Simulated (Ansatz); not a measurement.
# CdSe (P6_3mc): the host for defect calculations, part 2 of 2

Aim: the runs on the perfect crystal CdSe (P6_3mc) that a defect calculation needs first.

Ansatz 0.2.0; plane-wave PAW DFT, r2SCAN; relaxation of the host's cell and atoms; PAW set soft_1 (the session's first sound run).

So far. Step 3 (Dielectric tensors of the host): The principal values of the electronic dielectric tensor are 8.02, 8.02 and 8.09. The principal values of the static dielectric tensor are 11.43, 11.43 and 12.09.

**6. Defect free supercell relaxed from its symmetric sites**

This cell, the one that will hold the defects, is built from the relaxed host. Its coarser k-points can move the atoms a little, so it is relaxed from the symmetric sites, as the reference for the test of stability.

This step: plane-wave PAW DFT, r2SCAN; relaxation of the defect-free supercell from its symmetric sites; PAW set soft_1 (Ansatz 0.2.0).

File pristine.symmetric/input.yaml:

```yaml
crystal:
  lattice:
    - [13.02269516, 0.0, 0.0]
    - [-6.51134758, 11.2779848343, 0.0]
    - [0.0, 0.0, 14.1593269417]
  atoms:
    - { symbol: Cd, position: [0.1111111111, 0.2222222222, 2.8612e-05] }
    - { symbol: Cd, position: [0.2222222222, 0.1111111111, 0.250028612] }
    - { symbol: Se, position: [0.1111111111, 0.2222222222, 0.187971388] }
    - { symbol: Se, position: [0.2222222222, 0.1111111111, 0.437971388] }
    - { symbol: Cd, position: [0.1111111111, 0.2222222222, 0.500028612] }
    - { symbol: Cd, position: [0.2222222222, 0.1111111111, 0.7500286119] }
    - { symbol: Se, position: [0.1111111111, 0.2222222222, 0.687971388] }
    - { symbol: Se, position: [0.2222222222, 0.1111111111, 0.937971388] }
    - { symbol: Cd, position: [0.1111111111, 0.5555555556, 2.8612e-05] }
    - { symbol: Cd, position: [0.2222222222, 0.4444444444, 0.250028612] }
    - { symbol: Se, position: [0.1111111111, 0.5555555556, 0.187971388] }
    - { symbol: Se, position: [0.2222222222, 0.4444444444, 0.437971388] }
    - { symbol: Cd, position: [0.1111111111, 0.5555555556, 0.500028612] }
    - { symbol: Cd, position: [0.2222222222, 0.4444444444, 0.7500286119] }
    - { symbol: Se, position: [0.1111111111, 0.5555555556, 0.687971388] }
    - { symbol: Se, position: [0.2222222222, 0.4444444444, 0.937971388] }
    - { symbol: Cd, position: [0.1111111111, 0.8888888889, 2.8612e-05] }
    - { symbol: Cd, position: [0.2222222222, 0.7777777778, 0.250028612] }
    - { symbol: Se, position: [0.1111111111, 0.8888888889, 0.187971388] }
    - { symbol: Se, position: [0.2222222222, 0.7777777778, 0.437971388] }
    - { symbol: Cd, position: [0.1111111111, 0.8888888889, 0.500028612] }
    - { symbol: Cd, position: [0.2222222222, 0.7777777778, 0.7500286119] }
    - { symbol: Se, position: [0.1111111111, 0.8888888889, 0.687971388] }
    - { symbol: Se, position: [0.2222222222, 0.7777777778, 0.937971388] }
    - { symbol: Cd, position: [0.4444444444, 0.2222222222, 2.8612e-05] }
    - { symbol: Cd, position: [0.5555555556, 0.1111111111, 0.250028612] }
    - { symbol: Se, position: [0.4444444444, 0.2222222222, 0.187971388] }
    - { symbol: Se, position: [0.5555555556, 0.1111111111, 0.437971388] }
    - { symbol: Cd, position: [0.4444444444, 0.2222222222, 0.500028612] }
    - { symbol: Cd, position: [0.5555555556, 0.1111111111, 0.7500286119] }
    - { symbol: Se, position: [0.4444444444, 0.2222222222, 0.687971388] }
    - { symbol: Se, position: [0.5555555556, 0.1111111111, 0.937971388] }
    - { symbol: Cd, position: [0.4444444444, 0.5555555556, 2.8612e-05] }
    - { symbol: Cd, position: [0.5555555556, 0.4444444444, 0.250028612] }
    - { symbol: Se, position: [0.4444444444, 0.5555555556, 0.187971388] }
    - { symbol: Se, position: [0.5555555556, 0.4444444444, 0.437971388] }
    - { symbol: Cd, position: [0.4444444444, 0.5555555556, 0.500028612] }
    - { symbol: Cd, position: [0.5555555556, 0.4444444444, 0.7500286119] }
    - { symbol: Se, position: [0.4444444444, 0.5555555556, 0.687971388] }
    - { symbol: Se, position: [0.5555555556, 0.4444444444, 0.937971388] }
    - { symbol: Cd, position: [0.4444444444, 0.8888888889, 2.8612e-05] }
    - { symbol: Cd, position: [0.5555555556, 0.7777777778, 0.250028612] }
    - { symbol: Se, position: [0.4444444444, 0.8888888889, 0.187971388] }
    - { symbol: Se, position: [0.5555555556, 0.7777777778, 0.437971388] }
    - { symbol: Cd, position: [0.4444444444, 0.8888888889, 0.500028612] }
    - { symbol: Cd, position: [0.5555555556, 0.7777777778, 0.7500286119] }
    - { symbol: Se, position: [0.4444444444, 0.8888888889, 0.687971388] }
    - { symbol: Se, position: [0.5555555556, 0.7777777778, 0.937971388] }
    - { symbol: Cd, position: [0.7777777778, 0.2222222222, 2.8612e-05] }
    - { symbol: Cd, position: [0.8888888889, 0.1111111111, 0.250028612] }
    - { symbol: Se, position: [0.7777777778, 0.2222222222, 0.187971388] }
    - { symbol: Se, position: [0.8888888889, 0.1111111111, 0.437971388] }
    - { symbol: Cd, position: [0.7777777778, 0.2222222222, 0.500028612] }
    - { symbol: Cd, position: [0.8888888889, 0.1111111111, 0.7500286119] }
    - { symbol: Se, position: [0.7777777778, 0.2222222222, 0.687971388] }
    - { symbol: Se, position: [0.8888888889, 0.1111111111, 0.937971388] }
    - { symbol: Cd, position: [0.7777777778, 0.5555555556, 2.8612e-05] }
    - { symbol: Cd, position: [0.8888888889, 0.4444444444, 0.250028612] }
    - { symbol: Se, position: [0.7777777778, 0.5555555556, 0.187971388] }
    - { symbol: Se, position: [0.8888888889, 0.4444444444, 0.437971388] }
    - { symbol: Cd, position: [0.7777777778, 0.5555555556, 0.500028612] }
    - { symbol: Cd, position: [0.8888888889, 0.4444444444, 0.7500286119] }
    - { symbol: Se, position: [0.7777777778, 0.5555555556, 0.687971388] }
    - { symbol: Se, position: [0.8888888889, 0.4444444444, 0.937971388] }
    - { symbol: Cd, position: [0.7777777778, 0.8888888889, 2.8612e-05] }
    - { symbol: Cd, position: [0.8888888889, 0.7777777778, 0.250028612] }
    - { symbol: Se, position: [0.7777777778, 0.8888888889, 0.187971388] }
    - { symbol: Se, position: [0.8888888889, 0.7777777778, 0.437971388] }
    - { symbol: Cd, position: [0.7777777778, 0.8888888889, 0.500028612] }
    - { symbol: Cd, position: [0.8888888889, 0.7777777778, 0.7500286119] }
    - { symbol: Se, position: [0.7777777778, 0.8888888889, 0.687971388] }
    - { symbol: Se, position: [0.8888888889, 0.7777777778, 0.937971388] }
basis:
  ecutwfc: 500
  xc_grid: 2
hamiltonian:
  xc: r2scan
  pseudopotentials: { kind: paw, azcp: { folder: soft_1 } }
kpoints:
  mp_grid: { grid: [1, 1, 1], shift: [0.25, 0.25, 0.25] }
scf:
  occupations: { method: fermi_dirac, width: 0.01 }
  max_iter: 80
output:
  forces: true
relax:
  f_tol: 0.01
  max_steps: 60
  escape_saddle: false
checkpoint:
  write: "../pristine.symmetric.run"
  compress: false
  write_wavefunctions: false
  write_every: 100000
```

Started as:

```console
> ansatz run input.yaml --threads 32 --pin off --max-ram 56524MiB --backend cuda --events-out ev --progress --plain --runs-dir out --max-vram 78GiB
```

What it wrote:

```text
[...]
Crystal: 72 atoms, lattice volume = 2079.577 Å³
Basis set: ecut = 500 eV, 52785 PW (Γ), exchange–correlation on 192×192×216 points (8 copies of the dense FFT grid, shifted against one another)
Bands: 778, of which v1, the nominal top of the filled ones, is band 648 counted from 1 (647 counted from 0)
[...]
k-points: 1
[...]
SCF iter   8: F=-494925.805737 eV  HF=-494925.805736 eV  |F-HF|=9.78e-7  |Δ(HF+E_count)|=   3.03e-5  Δρ=7.05e-6  dr2=1.26e-6  dr2_τ=4.65e-8  ethr=1.93e-10  ⟨swp⟩=2.0  Hψ=2551  notcnv=0
SCF 1 converged in 8 iterations: F = -494925.805737 eV  dr2 = 1.26e-6
[...]
relax step   1: F+E_penalty+E_count = -494925.80573694 eV  Δ(F+E_penalty+E_count) = +0.000e0 eV  max|allowed force component| = 1.756e-2 eV/Å  Δτ_max = 0.0000 Å  (8 SCF iters, dr2 threshold 2.50e-6 eV [...]
[...]
SCF iter   1: F=—  HF=-494925.676318 eV  |F-HF|=—  |Δ(HF+E_count)|=         —  Δρ=8.11e-4  dr2=1.21e-2  dr2_τ=2.15e-1  ethr=8.64e-7  ⟨swp⟩=2.0  Hψ=2057  notcnv=0  defer=99
automatic band count: iteration 1 solves 751 bands in place of 778: the levels show a gap, and the empty bands left out lie too high to hold charge; the band table lists the bands solved (type scf.n_e [...]
[...]
relax step   2: F+E_penalty+E_count = -494925.80912293 eV  Δ(F+E_penalty+E_count) = -3.386e-3 eV  max|allowed force component| = 2.615e-3 eV/Å  Δτ_max = 0.0074 Å  (8 SCF iters, accepted)
[...]
SCF 3 converged in 2 iterations: F = -494925.809123 eV  dr2 = 7.27e-9
SCF converged after 2 iterations
[...]
```

Wall time 4.4 s (1 × NVIDIA GB200 with 32 threads of Arm Neoverse V2, shared host); peak memory 1.6 GiB; 11 s of CPU time.

Relaxation path:

```csv
step,energy less that of the first step (eV),largest force component (eV/Å)
1,0.0000,0.0176
2,-0.0034,0.0026
```

First to last step the energy falls by 0.003 eV; the largest move, 0.008 Å, is that of Cd61 and 34 other atoms alike.

**7. Defect free supercell relaxed from displaced atoms**

This step: plane-wave PAW DFT, r2SCAN; relaxation of the defect-free supercell from random displacements, a test of the host's stability; PAW set soft_1 (Ansatz 0.2.0).

pristine.rattled/input.yaml, as its differences from pristine.symmetric/input.yaml of step 6:

```diff
@@ -93,6 +93,6 @@
   f_tol: 0.01
-  max_steps: 60
-  escape_saddle: false
+  max_steps: 120
+  random_displacement: { amplitude: 0.08, seed: 2477 }
 checkpoint:
-  write: "../pristine.symmetric.run"
+  write: "../pristine.rattled.run"
   compress: false
```

What it wrote:

```text
[...]
Crystal: 72 atoms, lattice volume = 2079.577 Å³
Basis set: ecut = 500 eV, 52785 PW (Γ), exchange–correlation on 192×192×216 points (8 copies of the dense FFT grid, shifted against one another)
Bands: 778, of which v1, the nominal top of the filled ones, is band 648 counted from 1 (647 counted from 0)
[...]
k-points: 1
[...]
SCF 1 converged in 9 iterations: F = -494924.381902 eV  dr2 = 5.40e-7
[...]
relax step   1: F+E_penalty+E_count = -494924.38190204 eV  Δ(F+E_penalty+E_count) = +0.000e0 eV  max|allowed force component| = 1.057e0 eV/Å  Δτ_max = 0.0000 Å  (9 SCF iters, dr2 threshold 2.50e-6 eV, [...]
[...]
relax step   6: F+E_penalty+E_count = -494925.80903264 eV  Δ(F+E_penalty+E_count) = -5.574e-4 eV  max|allowed force component| = 6.851e-3 eV/Å  Δτ_max = 0.0134 Å  (8 SCF iters, accepted)
[...]
SCF 7 converged in 2 iterations: F = -494925.809033 eV  dr2 = 6.25e-9
SCF converged after 2 iterations
[...]
```

Run time: 9.9 s. Hardware: 1 × NVIDIA GB200 with 32 threads; peak memory 1.7 GiB; 23 s of CPU time.

Step by step:

```csv
step,energy less that of the first step (eV),largest force component (eV/Å)
1,0.0000,1.0574
2,-1.0400,0.6204
3,-1.4262,0.0185
4,-1.4262,0.0183
5,-1.4266,0.0117
6,-1.4271,0.0069
```

The relaxation ends 20 meV an atom lower than the displaced start, with a largest force component of 0.0069 eV/Å.

**8. Summary of results**

- primitive cell vectors, lengths: 4.341, 4.341, 7.080 Å
- electronic dielectric constant: principal values (8.02, 8.02, 8.09)
- static dielectric constant: principal values (11.43, 11.43, 12.09)
- gap on the k-mesh of the response run (PBEsol): 0.48 eV
- supercell relaxed in its symmetry less the displaced and relaxed one: 0.000 eV
- energy an atom at one point at (¼, ¼, ¼) less that on the dense mesh: -0.014 eV

What this shows: Step 7: The energy fell by 1.427 eV from the randomly displaced start; against the sites as typed, Cd1 ends farthest off, by 0.01 Å, once the mean shift is taken out. The displaced cell ends within 0.01 eV of the symmetric one relaxed in its symmetry, so no lower structure shows in this supercell. The k-mesh can miss the band edges, so this gap is an upper bound at this level. All at zero temperature.

[Logs are printed without paths, hosts, clocks, repeated set-up lines and the standing remarks that a program may print on its own settings, such as how far it seeks lower states.]

[Hosts, paths, dates, database ids (printed as entryN), source tags and the programs' standing remarks are cut or masked in the printed files.]

[Runs of the host that timed out are not shown.]

[For some hosts the program warned that the k-mesh of the response run may be too coarse for force constants and the static dielectric constant; such warnings are not always shown.]

[The program warned that the k-mesh of a response run behind this text may be too coarse: force constants, and the static dielectric constant and all else formed from them, are not shown converged.]
